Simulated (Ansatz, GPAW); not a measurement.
# Ballistic transport through a Pb chain with two Cu atoms in line, from relaxation to T(E), part 4 of 4

Aim: the conductance of a Pb chain with two Cu atoms in line after relaxation, and whether geometry, basis or functional moves it most.

GPAW 26.7.0 and Ansatz 0.2.0; Ansatz plane waves; relaxation of the junction with the lead ends held (the session's first sound run).

So far, transmission at the Fermi level (one spin): step 3 (plane-wave reference (PBE)) 1.04; step 5 (GPAW, szp: basis = "szp(dzp)", PBE, GPAW) 0.998; step 6 (GPAW, sz: basis = "sz(dzp)", PBE, GPAW) 1.02; step 7 (LDA in the dzp basis: xc = "LDA") 0.998; step 8 (without the relaxation: geometry = "as built", PBE, GPAW) 1.05.

### 10. Comparison

The curves are compared point by point over the common energies.

This step: comparison of transmission and cost over codes, levels and geometry (GPAW 26.7.0).

Ladder, by row:

| step | code | T at the Fermi level (sum over the listed spins) | conductance (G0) | r.m.s. T(E) from the first | wall time (s) | peak memory (GiB) | threads |
| --- | --- | --- | --- | --- | --- | --- | --- |
| pw-pbe | Ansatz | 1.043 | 1.036 | 0 | 110 | 4.323 | 4 |
| dzp | GPAW | 0.9944 | 0.9878 | 0.1753 | 89.41 | 1.28 | 1 |
| szp | GPAW | 0.9983 | 0.9921 | 0.2259 | 75.01 | 1.25 | 1 |
| sz | GPAW | 1.022 | 1.017 | 0.2414 | 53.28 | 1.15 | 1 |
| dzp-LDA | GPAW | 0.9976 | 0.991 | 0.1685 | 79.59 | 1.28 | 1 |
| asbuilt | GPAW | 1.047 | 1.046 | 0.3245 | 75.5 | 1.28 | 1 |

Table of transmission, zone mean, sum over the listed spins by energy, zero at the Fermi level:

| energy (eV) | pw-pbe | dzp | szp | sz | dzp-LDA | asbuilt |
| --- | --- | --- | --- | --- | --- | --- |
| -2.000 | 0.563 | 0.530 | 0.550 | 0.632 | 0.540 | 0.992 |
| -1.925 | 0.968 | 0.647 | 0.657 | 0.749 | 0.669 | 0.982 |
| -1.900 | 0.652 | 0.692 | 0.696 | 0.791 | 0.720 | 0.975 |
| -1.800 | 0.446 | 0.936 | 0.865 | 0.978 | 0.985 | 0.911 |
| -1.775 | 0.531 | 0.995 | 0.912 | 0.988 | 0.885 | 0.878 |
| -1.725 | 0.670 | 0.0745 | 0.996 | 0.141 | 0.355 | 0.772 |
| -1.700 | 0.728 | 0.460 | 0.840 | 0.565 | 0.606 | 0.691 |
| -1.600 | 0.892 | 0.871 | 0.858 | 0.911 | 0.908 | 0.191 |
| -1.525 | 0.929 | 0.940 | 0.956 | 0.925 | 0.962 | 2.4e-4 |
| -1.500 | 0.917 | 0.945 | 0.968 | 0.873 | 0.966 | 0.0209 |
| -1.400 | 0.450 | 0.729 | 0.944 | 0.453 | 0.775 | 0.202 |
| -1.300 | 0.0941 | 0.0209 | 0.0917 | 0.683 | 0.00268 | 0.223 |
| -1.200 | 0.0160 | 0.932 | 0.361 | 0.909 | 0.438 | 4.8e-4 |
| -1.175 | 0.0305 | 0.177 | 0.628 | 0.994 | 0.0720 | 0.0924 |
| -1.100 | 0.151 | 0.0317 | 0.0718 | 0.0599 | 0.0264 | 0.767 |
| -1.000 | 0.857 | 0.293 | 0.0356 | 0.734 | 0.293 | 0.969 |
| -0.975 | 0.990 | 0.609 | 0.0843 | 0.960 | 0.593 | 0.979 |
| -0.900 | 0.700 | 0.797 | 0.937 | 0.361 | 0.827 | 0.990 |
| -0.800 | 0.319 | 0.315 | 0.398 | 0.188 | 0.338 | 0.992 |
| -0.700 | 0.421 | 0.185 | 0.210 | 0.574 | 0.206 | 0.991 |
| -0.600 | 0.744 | 0.764 | 0.795 | 0.766 | 0.775 | 1.01 |
| -0.500 | 0.866 | 0.878 | 0.908 | 0.864 | 0.894 | 1.03 |
| -0.400 | 0.956 | 0.966 | 0.988 | 0.950 | 0.972 | 1.04 |
| -0.300 | 1.03 | 1.02 | 1.04 | 1.01 | 1.02 | 1.05 |
| -0.200 | 1.08 | 1.05 | 1.07 | 1.05 | 1.05 | 1.06 |
| -0.175 | 1.09 | 1.06 | 1.07 | 1.05 | 1.06 | 1.06 |
| -0.150 | 1.09 | 1.06 | 1.07 | 1.05 | 1.06 | 1.06 |
| -0.125 | 1.09 | 1.05 | 1.07 | 1.05 | 1.06 | 1.14 |
| -0.100 | 1.09 | 1.05 | 1.06 | 1.05 | 1.05 | 1.07 |
| 0.000 | 1.04 | 0.994 | 0.998 | 1.02 | 0.998 | 1.05 |
| 0.100 | 0.933 | 0.884 | 0.884 | 0.946 | 0.888 | 1.01 |
| 0.200 | 0.801 | 0.755 | 0.756 | 0.849 | 0.760 | 0.976 |
| 0.300 | 0.690 | 0.648 | 0.653 | 0.763 | 0.655 | 0.942 |
| 0.400 | 0.615 | 0.577 | 0.585 | 0.700 | 0.585 | 0.912 |
| 0.500 | 0.570 | 0.535 | 0.546 | 0.662 | 0.544 | 0.885 |
| 0.600 | 0.548 | 0.515 | 0.527 | 0.642 | 0.525 | 0.862 |
| 0.700 | 0.544 | 0.510 | 0.523 | 0.637 | 0.520 | 0.840 |
| 0.800 | 0.556 | 0.517 | 0.532 | 0.644 | 0.528 | 0.837 |
| 0.900 | 0.582 | 0.538 | 0.554 | 0.662 | 0.550 | 0.796 |
| 1.000 | 0.622 | 0.570 | 0.586 | 0.691 | 0.582 | 0.780 |
| 1.100 | 0.674 | 0.612 | 0.628 | 0.729 | 0.624 | 0.764 |
| 1.200 | 0.738 | 0.658 | 0.676 | 0.773 | 0.671 | 0.749 |
| 1.275 | 0.944 | 0.693 | 0.712 | 0.808 | 0.705 | 0.738 |
| 1.300 | 0.672 | 0.704 | 0.723 | 0.819 | 0.716 | 0.735 |
| 1.400 | 0.792 | 0.744 | 0.763 | 0.861 | 0.753 | 0.723 |
| 1.500 | 0.823 | 0.770 | 0.792 | 0.894 | 0.781 | 0.712 |
| 1.600 | 0.835 | 0.788 | 0.811 | 0.918 | 0.797 | 0.702 |
| 1.700 | 0.835 | 0.797 | 0.820 | 0.934 | 0.804 | 0.694 |
| 1.800 | 0.826 | 0.797 | 0.821 | 0.943 | 0.803 | 0.686 |
| 1.900 | 0.812 | 0.793 | 0.818 | 0.948 | 0.799 | 0.680 |
| 2.000 | 0.796 | 0.786 | 0.812 | 0.950 | 0.791 | 0.674 |

### 11. K-points along the lead 2, mixing 0.25, mixing history 12

The lead's own mesh along the current sets its density and potential; where the lead is aligned to the junction's end layer, a rigid shift drops out. Mixing changes the road to self-consistency, not its end. The mixing history changes the road to self-consistency, not its end. The SCF mesh sets the Fermi level of the repeated cell.

This step: GPAW LCAO, PAW setups; Landauer transmission from Green's functions with principal layers (ASE), zero bias (GPAW 26.7.0).

Input file run.py:

```python
import json
import numpy as np
from ase import Atoms
from ase.transport.calculators import TransportCalculator
from gpaw import GPAW, FermiDirac
from gpaw.lcao.tools import get_lcao_hamiltonian
from scipy.linalg import eigh

# The junction with lead layers at both ends, along the third cell vector
device = Atoms(
    ['Pb', 'Pb', 'Pb', 'Pb', 'Pb', 'Pb', 'Cu', 'Cu', 'Pb', 'Pb', 'Pb', 'Pb', 'Pb', 'Pb'],
    positions=[
        [4.50000, 4.50000, 1.45000],
        [4.50000, 4.50000, 4.35000],
        [4.50000, 4.50000, 7.25000],
        [4.50000, 4.50000, 10.15000],
        [5.27563, 4.64726, 13.05985],
        [4.21787, 4.43034, 15.80917],
        [4.45831, 4.47111, 18.46100],
        [4.53615, 4.50494, 20.85506],
        [4.71900, 4.60390, 23.51067],
        [3.77630, 4.15076, 26.27124],
        [4.50000, 4.50000, 29.17260],
        [4.50000, 4.50000, 32.07260],
        [4.50000, 4.50000, 34.97260],
        [4.50000, 4.50000, 37.87260]],
    cell=[[9.0, 0.0, 0.0], [0.0, 9.0, 0.0], [0.0, 0.0, 39.3226]],
    pbc=True)

# One principal layer of the lead: the first 3 atoms of the device
lead = Atoms(
    ['Pb', 'Pb', 'Pb'],
    positions=[
        [4.50000, 4.50000, 1.45000],
        [4.50000, 4.50000, 4.35000],
        [4.50000, 4.50000, 7.25000]],
    cell=[[9.0, 0.0, 0.0], [0.0, 9.0, 0.0], [0.0, 0.0, 8.7]],
    pbc=True)

settings = dict(mode='lcao', basis='dzp', xc='PBE', h=0.2,
                occupations=FermiDirac(0.1), maxiter=250,
                mixer=dict(beta=0.25, nmaxold=12, weight=100.0),
                convergence=dict(density=0.0001))
energies = np.arange(-2, 2 + 1e-9, 0.025)
eta = 0.0001
n1, n2 = 1, 1
# k and -k transmit alike, so half of the mesh across the current serves
mesh = [(i, j) for i in range(n1) for j in range(n2) if (i, j) <= (-i % n1, -j % n2)]
weights = np.array([1 if (i, j) == (-i % n1, -j % n2) else 2 for i, j in mesh]) / (n1 * n2)

# [... helper functions left out ...]
fermi_lead = ground_state(lead, (1, 1, 2), 'lead.txt')
fermi_device = ground_state(device, (1, 1, 6), 'device.txt')
# [... loop over the mesh left out, but for ...]
        # Shift the lead onto the potential of the device's first layer
        shift = ((H[:, 0, 0] - H0[:, 0, 0]) / S0[0, 0]).real.mean()
# [...]
kT = 8.617333e-5 * 300
bias = [0.1, 0.2, 0.5, 1.0, 1.5, 2.0]
# [... integrals and printing left out ...]
```

On the command line:

```console
$ OMP_NUM_THREADS=1 OPENBLAS_NUM_THREADS=1 python run.py
```

Log:

```text
basis functions: device 306, principal layer 69
Fermi level: lead -2.7520 eV, device -2.5601 eV; lead shifted by 0.1386 eV
largest coupling past the next layer 2.75e-08 eV, largest misfit of the first layer 0.188 eV
  E-E_F (eV)   T (one spin)  channels
    -2.000    5.1394e-01    1.0000
    -1.975    5.6328e-01    1.0000
    -1.950    6.1488e-01    1.0000
    -1.925    6.6850e-01    1.0000
    -1.900    7.2395e-01    1.0000
    -1.875    7.8119e-01    1.0000
    -1.850    8.4036e-01    1.0000
    -1.825    9.0164e-01    1.0000
    -1.800    9.6262e-01    1.0000
    -1.775    9.9500e-01    1.0000
    -1.750    7.4027e-01    1.0000
    -1.725    4.8231e-02    1.0000
    -1.700    4.8596e-01    1.0000
    -1.675    6.9453e-01    1.0000
    -1.650    7.9674e-01    1.0000
    -1.625    8.5630e-01    1.0000
[...]
1.825    8.1456e-01    3.0000
     1.850    8.1449e-01    3.0000
     1.875    8.1383e-01    3.0000
     1.900    8.1258e-01    3.0000
     1.925    8.1075e-01    3.0000
     1.950    8.0838e-01    3.0000
     1.975    8.0547e-01    3.0000
     2.000    8.0206e-01    3.0000
conductance at 300 K: 1.0413 G0 a cell; thermopower 2.812 uV/K
current from the zero-bias T(E) at 0.1 V: 8.0371 uA
current from the zero-bias T(E) at 0.2 V: 15.894 uA
current from the zero-bias T(E) at 0.5 V: 37.307 uA
current from the zero-bias T(E) at 1.0 V: 64.898 uA
current from the zero-bias T(E) at 1.5 V: 79.532 uA
current from the zero-bias T(E) at 2.0 V: 101.13 uA
```

It took 1.8 min on 1 thread of Intel Xeon Platinum 8488C (Sapphire Rapids), shared host; peak memory 1.4 GiB.

The run finished with changed settings (lead_nz = 2, beta = 0.25, nmaxold = 12 and scf_mesh = [1, 1, 6]); it serves as a test.

The two runs compared:

| quantity | this run | sound run | difference |
| --- | --- | --- | --- |
| conductance (G₀) | 1.0413 | 0.98782 | 0.0535 |
| thermopower (μV/K) | 2.8124 | 6.1273 | -3.31 |
| largest coupling past the next principal layer (eV) | 2.754e-8 | 2.756e-8 | -2.2e-11 |
| largest misfit of the first principal layer (eV) | 0.18787 | 0.030661 | 0.157 |
| shift that aligns the lead (eV) | 0.13862 | 0.010302 | 0.128 |
| transmission at the Fermi level (one spin) | 1.0528 | 0.99437 | 0.0585 |

The two runs differ clearly in the largest misfit of the first principal layer: 0.188 eV against 0.0307 eV.

### 12. Outcome

```
conductance                                        : 0.988 G₀
transmission at the Fermi level, mean of the spins : 0.994
thermopower                                        : 6.13 μV/K
open channels of the lead there                    : 3
```

**Reading.** In the dzp basis the junction conducts 0.988 G₀ at 300 K, with T = 0.994 a spin at the Fermi level; the sz basis reaches that conductance within 10 %. Relaxation moved atoms by up to 0.80 Å and took the conductance from 1.05 to 0.988 G₀, as a ratio a larger change than the step from dzp to the minimal basis. Plane waves (PBE) give T = 1.04 there. The scatterer reflects about 67 % of the incoming channels at the Fermi level. At the Fermi level the three most open eigenchannels pass 0.94, 0.039 and 0.018. The positive thermopower says that the thermally weighted transmission is larger below the Fermi level, as for hole-like transport. Measured against the first run (pw-pbe), the nearest curve is that of dzp-LDA (r.m.s. 0.17) and the farthest that of asbuilt (0.32). Over the compared runs wall time goes from 53 s (sz) to 110 s (pw-pbe), on a shared host; the plane-wave run used 4 threads and the orbital runs 1. The leads kept an estimated spacing and the cell its length, so the junction may be under some tension or compression. Spin-orbit coupling is left out, which matters for the heavy atoms here. An evenly spaced straight chain is an idealisation: free chains tend to dimerise, zigzag or, where a band edge lies near the Fermi level, turn magnetic. The currents use the zero-bias T(E) throughout, which holds only while the bias is small against the distance to the nearest feature.

[Logs are printed without paths, hosts, clocks, repeated set-up lines and the standing remarks that a program may print on its own settings, such as how far it seeks lower states.]

[Hosts, paths, dates, database ids (printed as entryN), source tags and the programs' standing remarks are cut or masked in the printed files.]
